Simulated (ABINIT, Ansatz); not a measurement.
# AlN (Fm-3m): the LO frequency by hand

Aim: work out the LO frequency and the static dielectric constant of AlN (Fm-3m) from one linear-response run, then check them.

Main program and level: ABINIT 10.8.3; DFT LDA, scalar-relativistic, plane waves, PseudoDojo stringent norm-conserving pseudopotentials.

### 1. The relaxed structure

Symmetry: Fm-3m, No. 225, cubic system. Conventional cell: a = 4.004 Å, b = 4.004 Å, c = 4.004 Å, α = 90.00°, β = 90.00°, γ = 90.00°. Nearest to Al lie 6 N at 2.00 Å. Nearest to N lie 6 Al at 2.00 Å. Farther neighbours and most contacts between anions are not listed.

As a file:

```xyz
2
Lattice="-2.0019 0.0000 2.0019 0.0000 2.0019 2.0019 -2.0019 2.0019 0.0000" Properties=species:S:1:pos:R:3 pbc="T T T"
Al   -2.0019    2.0019    2.0019
N     0.0000    0.0000    0.0000
```

This is the cell after its relaxation at this level of theory, not the database cell from which that began.

### 2. What the response run gave

A linear-response run on the relaxed cell, with the response to an electric field; only its zone-centre results are used. Cutoff 36 Ha, k mesh 6×6×6 with shifts.

Numbers of over 12 decimals in the logs are rounded to 6 here.

Log:

```text
[banners, grids, parts of the stress and lines that vanish by symmetry left out]
- input  file    -> dfpt_gamma.abi
- output file    -> dfpt_gamma.abo
- root for input  files -> dfpt_gammai
[...]
DATASET    1 : space group Fm -3 m (#225); Bravais cF (face-center cubic)
[...]
nfft =       27000          nkpt =         432
[...]
DATASET    2 : space group Fm -3 m (#225); Bravais cF (face-center cubic)
[...]
nfft =       27000          nkpt =         432
[...]
== DATASET  1 ==================================================================
[...]
cutoff_energies: {ecut:  36.0, pawecutdg:  -1.0, }
[...]
-  7.00000   5.00000  180309                  znucl, zion, pspdat
[...]
Perturbation : derivative vs k along direction   1
[...]
-ETOT  1  -16.827347945187     -1.683E+01 2.503E+00 0.000E+00
 ETOT  2  -16.876762887528     -4.941E-02 6.646E-02 0.000E+00
 ETOT  3  -16.877168639515     -4.058E-04 1.381E-04 0.000E+00
 ETOT  4  -16.877173542760     -4.903E-06 7.606E-06 0.000E+00
 ETOT  5  -16.877173615005     -7.225E-08 5.487E-08 0.000E+00
[...]
At SCF step   13   max residual=  9.99E-21 < tolwfr=  1.00E-20 =>converged.
[...]
Perturbation : derivative vs k along direction   2
[...]
-ETOT  1  -16.827347943961     -1.683E+01 2.503E+00 0.000E+00
[...]
At SCF step   13   max residual=  9.99E-21 < tolwfr=  1.00E-20 =>converged.
[...]
Perturbation : derivative vs k along direction   3
[...]
-ETOT  1  -16.827347942734     -1.683E+01 2.503E+00 0.000E+00
[...]
At SCF step   13   max residual=  9.99E-21 < tolwfr=  1.00E-20 =>converged.
[...]
1        1       1.3976225517   -0.0000000000
     1        2      -0.6988112758   -0.0000000000
     1        3      -0.6988112758    0.0000000000
     2        1      -0.6988112758   -0.0000000000
     2        2       1.3976225517   -0.0000000000
     2        3       0.6988112758   -0.0000000000
     3        1      -0.6988112758    0.0000000000
     3        2       0.6988112758   -0.0000000000
     3        3       1.3976225517   -0.0000000000
[...]
== DATASET  2 ==================================================================
[...]
cutoff_energies: {ecut:  36.0, pawecutdg:  -1.0, }
[...]
Perturbation : displacement of atom   1   along direction   1
[...]
-ETOT  1   2.439670     -1.420E+01 1.227E-01 2.963E+02
[...]
At SCF step    8       vres2   =  3.10E-13 < tolvrs=  1.00E-10 =>converged.
[...]
At SCF step    7       vres2   =  1.77E-12 < tolvrs=  1.00E-10 =>converged.
[...]
-ETOT  1   1.354640     -6.771E+00 2.982E+00 5.358E+02
[...]
ETOT  6   1.216987     -1.289E-10 1.245E-11 1.621E-09
 ETOT  7   1.216987     -1.449E-12 2.682E-13 1.689E-12
 At SCF step    7       vres2   =  1.69E-12 < tolvrs=  1.00E-10 =>converged.
[...]
Dielectric tensor, in cartesian coordinates,
[...]
1    4   1    4         4.9556912139        -0.0000000000
   1    4   2    4         0.0000000000        -0.0000000000
   1    4   3    4         0.0000000000        -0.0000000000
   2    4   1    4         0.0000000000        -0.0000000000
   2    4   2    4         4.9556912139        -0.0000000000
   2    4   3    4        -0.0000000000        -0.0000000000
   3    4   1    4         0.0000000000        -0.0000000000
   3    4   2    4        -0.0000000000        -0.0000000000
   3    4   3    4         4.9556912139        -0.0000000000
  Effective charges, in cartesian coordinates,
[...]
1    1   1    4         2.9268778248         0.0000000000
   2    1   1    4         0.0000000000         0.0000000000
   3    1   1    4        -0.0000000000         0.0000000000
   1    2   1    4        -2.9270523191         0.0000000000
   2    2   1    4        -0.0000000000         0.0000000000
[...]
Effective charges, in cartesian coordinates,
[...]
Rigid-atom elastic tensor , in cartesian coordinates,
[...]
Rigid-atom proper piezoelectric tensor, in cartesian coordinates,
[...]
2    4   2    6         0.0000000000         0.0000000000
   2    4   3    6         0.0000000000         0.0000000000
   3    4   1    5         0.0000000000         0.0000000000
   3    4   2    5         0.0000000000         0.0000000000
   3    4   3    5         0.0000000000         0.0000000000
   3    4   1    6         0.0000000000         0.0000000000
   3    4   2    6         0.0000000000         0.0000000000
   3    4   3    6         0.0000000000         0.0000000000
  Phonon wavevector (reduced coordinates) :  0.00000  0.00000  0.00000
 Phonon energies in Hartree :
[...]
Phonon frequencies in cm-1    :
-  1.581743E+00  1.581743E+00  1.581743E+00  4.840121E+02  4.840121E+02
-  4.840121E+02
  Phonon at Gamma, with non-analyticity in the
[...]
Phonon energies in Hartree :
[...]
Phonon frequencies in cm-1    :
-  1.581743E+00  1.581743E+00  1.581752E+00  4.840121E+02  4.840121E+02
-  8.996088E+02
  Phonon at Gamma, with non-analyticity in the
[...]
Phonon energies in Hartree :
[...]
Phonon frequencies in cm-1    :
-  1.581743E+00  1.581743E+00  1.581752E+00  4.840121E+02  4.840121E+02
-  8.996088E+02
  Phonon at Gamma, with non-analyticity in the
[...]
Phonon energies in Hartree :
[...]
Phonon frequencies in cm-1    :
-  1.581743E+00  1.581743E+00  1.581752E+00  4.840121E+02  4.840121E+02
-  8.996088E+02
[...]
fcart2     0.0000000000E+00  0.0000000000E+00  0.0000000000E+00
           strten2     0.0000000000E+00  0.0000000000E+00  0.0000000000E+00
================================================================================
```

```csv
quantity,value
cell volume Ω (Å³),16.045
mass of Al (u),26.982
mass of N (u),14.007
"Born charge of Al, raw (e)",2.927
"Born charge of N, raw (e)",-2.927
ε∞,4.956
ω(TO) after the sum rule (cm⁻¹),484.0
```

### 3. The calculation

The charges must sum to zero over the cell; taking off their mean, 0.000 e, leaves Z* = 2.927 e on Al. In the polar mode Al moves against N, so the reduced mass is μ = 26.98 × 14.01 / 40.99 = 9.220 u.

A longitudinal wave builds up a field that adds to the restoring force: ω(LO)² = ω(TO)² + 4π Z*² / (μ Ω ε∞), in Hartree atomic units. With μ = 16808 electron masses and Ω = 108.27 bohr³ the second term is 1.1938e-05 Ha², or 575023 cm⁻² (1 Ha = 219474.6 cm⁻¹).

So ω(LO) = √(234266 + 575023) = 899.6 cm⁻¹, and by the Lyddane-Sachs-Teller relation ε₀ = ε∞ (ω(LO)/ω(TO))² = 17.12.

### 4. Check against the program

The analysis program adds the same non-analytic term to the full matrix.

Log:

```text
[banners, grids, parts of the stress and lines that vanish by symmetry left out]
-outvars_anaddb: echo values of input variables ----------------------

 Flags :
[...]
Dielectric Tensor and Effective Charges
[...]
Effective charge tensors after
[...]
Phonon wavevector (reduced coordinates) :  0.00000  0.00000  0.00000
 Phonon energies in Hartree :
[...]
Phonon energies in meV     :
-  0.000000E+00  0.000000E+00  0.000000E+00  6.000924E+01  6.000924E+01
-  6.000924E+01
 Phonon frequencies in cm-1    :
-  0.000000E+00  0.000000E+00  0.000000E+00  4.840071E+02  4.840071E+02
-  4.840071E+02
 Phonon frequencies in Thz     :
-  0.000000E+00  0.000000E+00  0.000000E+00  1.451017E+01  1.451017E+01
-  1.451017E+01
 Phonon energies in Kelvin  :
-  0.000000E+00  0.000000E+00  0.000000E+00  6.963783E+02  6.963783E+02
-  6.963783E+02
[...]
-  1  0.00000000E+00 -8.09253125E-07  3.65839086E-03
-     0.00000000E+00  0.00000000E+00  0.00000000E+00
-  2  0.00000000E+00 -8.09253091E-07  3.65839070E-03
-     0.00000000E+00  0.00000000E+00  0.00000000E+00
[...]
-  1  2.87161352E-07 -3.65839085E-03 -8.09253126E-07
-     0.00000000E+00  0.00000000E+00  0.00000000E+00
-  2  2.87161340E-07 -3.65839069E-03 -8.09253092E-07
-     0.00000000E+00  0.00000000E+00  0.00000000E+00
[...]
-  1  3.65839093E-03  2.87161356E-07  0.00000000E+00
-     0.00000000E+00  0.00000000E+00  0.00000000E+00
-  2  3.65839078E-03  2.87161344E-07  0.00000000E+00
-     0.00000000E+00  0.00000000E+00  0.00000000E+00
[...]
-  1  0.00000000E+00  0.00000000E+00  2.63587778E-03
-     0.00000000E+00  0.00000000E+00  0.00000000E+00
-  2  0.00000000E+00  0.00000000E+00 -5.07755854E-03
-     0.00000000E+00  0.00000000E+00  0.00000000E+00
[...]
-  1  1.47829419E-07 -2.63587778E-03  0.00000000E+00
-     0.00000000E+00  0.00000000E+00  0.00000000E+00
-  2 -2.84767577E-07  5.07755853E-03  0.00000000E+00
-     0.00000000E+00  0.00000000E+00  0.00000000E+00
[...]
-  1  2.63587778E-03  1.47829419E-07  0.00000000E+00
-     0.00000000E+00  0.00000000E+00  0.00000000E+00
-  2 -5.07755853E-03 -2.84767577E-07  0.00000000E+00
-     0.00000000E+00  0.00000000E+00  0.00000000E+00
[...]
-     1          0.000000    -0.000000     0.000000     0.000000
-     2          0.000000    -0.000000    -0.000000     0.000000
-     3          0.000000     0.000000     0.000000     0.000000
-     4         -0.000000     0.000000     3.946354     3.946354
-     5          0.000221    -3.946354     0.000000     3.946354
-     6          3.946354     0.000221     0.000000     3.946354
[...]
-   1     Real    0.0000E+00  0.0000E+00  0.0000E+00  0.0000E+00  0.0000E+00  0.0000E+00  0.0000E+00
[...]
-  2.696933E+01
 Phonon energies in Kelvin  :
-  0.000000E+00  0.000000E+00  0.000000E+00  6.963783E+02  6.963783E+02
-  1.294324E+03
[...]
-  1  0.00000000E+00  8.10227400E-07 -3.65839086E-03
-     0.00000000E+00  0.00000000E+00  0.00000000E+00
-  2  0.00000000E+00  8.10227365E-07 -3.65839070E-03
-     0.00000000E+00  0.00000000E+00  0.00000000E+00
[...]
Phonon at Gamma, with non-analyticity in the
[...]
Phonon energies in Hartree :
[...]
Phonon energies in meV     :
-  0.000000E+00  0.000000E+00  0.000000E+00  6.000924E+01  6.000924E+01
-  1.115362E+02
 Phonon frequencies in cm-1    :
-  0.000000E+00  0.000000E+00  0.000000E+00  4.840071E+02  4.840071E+02
-  8.996001E+02
 Phonon frequencies in Thz     :
-  0.000000E+00  0.000000E+00  0.000000E+00  1.451017E+01  1.451017E+01
-  2.696933E+01
 Phonon energies in Kelvin  :
-  0.000000E+00  0.000000E+00  0.000000E+00  6.963783E+02  6.963783E+02
-  1.294324E+03
[...]
Phonon at Gamma, with non-analyticity in the
[...]
Phonon energies in Hartree :
[...]
Phonon energies in meV     :
-  0.000000E+00  0.000000E+00  0.000000E+00  6.000924E+01  6.000924E+01
-  1.115362E+02
 Phonon frequencies in cm-1    :
-  0.000000E+00  0.000000E+00  0.000000E+00  4.840071E+02  4.840071E+02
-  8.996001E+02
 Phonon frequencies in Thz     :
-  0.000000E+00  0.000000E+00  0.000000E+00  1.451017E+01  1.451017E+01
-  2.696933E+01
 Phonon energies in Kelvin  :
-  0.000000E+00  0.000000E+00  0.000000E+00  6.963783E+02  6.963783E+02
-  1.294324E+03
[...]
-  1  3.57444784E-07 -3.65839025E-03 -2.20383180E-06
-     0.00000000E+00  0.00000000E+00  0.00000000E+00
-  2  3.57407806E-07 -3.65839013E-03 -2.20386867E-06
-     0.00000000E+00  0.00000000E+00  0.00000000E+00
[...]
-  1  3.65839087E-03  3.57088517E-07  5.49563175E-07
-     0.00000000E+00  0.00000000E+00  0.00000000E+00
-  2  3.65839076E-03  3.57125455E-07  5.49600105E-07
-     0.00000000E+00  0.00000000E+00  0.00000000E+00
[...]
-  1  4.68885445E-04  1.58463278E-03 -2.05351822E-03
-     0.00000000E+00  0.00000000E+00  0.00000000E+00
-  2 -9.03225980E-04 -3.05251850E-03  3.95574448E-03
-     0.00000000E+00  0.00000000E+00  0.00000000E+00
[...]
-  1  2.10048746E-03 -1.45631044E-03 -6.44177023E-04
-     0.00000000E+00  0.00000000E+00  0.00000000E+00
-  2 -4.04622251E-03  2.80532790E-03  1.24089461E-03
-     0.00000000E+00  0.00000000E+00  0.00000000E+00
[...]
Direction                     Dielectric constant
[...]
Elastic Tensor (clamped ion) (unit:10^2GP):
[...]
Elastic Tensor (relaxed ion) (unit:10^2GP):
[...]
0.0000000  -0.0000000   0.0000000   0.0000000   0.3023992  -0.0000000
   0.0000000   0.0000000  -0.0000000   0.0000000  -0.0000000   0.3023992
-
```

```csv
quantity,by hand,program
ω(LO) (cm⁻¹),899.6,899.6
ε₀,17.12,17.12
```

### 5. What came out

| Item | Value |
| --- | --- |
| TO mode | 484.0 cm⁻¹ |
| LO mode | 899.6 cm⁻¹ |
| static dielectric constant | 17.12 |

**Reading.** The LO mode of AlN (Fm-3m) lies at 900 cm⁻¹, 416 cm⁻¹ above the TO mode; the formula meets the program within 0.1 cm⁻¹, as it must for a cubic crystal with one polar mode. ω(LO)² − ω(TO)² goes with Z*²/ε∞: an error of 5 % in ε∞ would move the LO mode by 15.3 cm⁻¹, and semilocal functionals tend to overestimate ε∞. These are harmonic values at zero temperature, at the volume of this functional, for the structure held cubic; stability elsewhere in the zone is no part of this calculation.

[Host names and launcher messages were left out of these logs when they were recorded.]

[Logs are printed without paths, hosts, clocks, repeated set-up lines and the standing remarks that a program may print on its own settings, such as how far it seeks lower states.]

[Hosts, paths, dates, database ids (printed as entryN), source tags and the programs' standing remarks are cut or masked in the printed files.]
